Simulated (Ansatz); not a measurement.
## Al2Cu (Fm-3m) under several functionals

Plane-wave DFT in Ansatz with scalar-relativistic PAW potentials. The same structure was relaxed (cell and atoms, symmetry kept) in separate runs at each level. Whether it is the stable form of this composition wasn't checked. No spin polarisation.

**Question.** How do the levels LDA, PBE, PBEsol, r2SCAN compare?

**Answer.**
| level | cutoff (eV) | k mesh | V (Å³/atom) | a (Å) |
| --- | --- | --- | --- | --- |
| LDA | 420 | 14×14×14 | 15.193 | 5.670 |
| PBEsol | 420 | 14×14×14 | 15.648 | 5.726 |
| r2SCAN | 500 | 14×14×14 | 15.712 | 5.734 |
| PBE | 420 | 14×14×14 | 16.116 | 5.783 |

The usual order of volumes, LDA < PBEsol < PBE, holds here (15.193, 15.648, 16.116 Å³/atom). As a rule LDA overbinds; PBEsol, built on the gradient expansion of slowly varying densities, lies between LDA and PBE; PBE's stronger gradient term for exchange weakens bonds. r2SCAN lies 2.5 % under PBE in volume.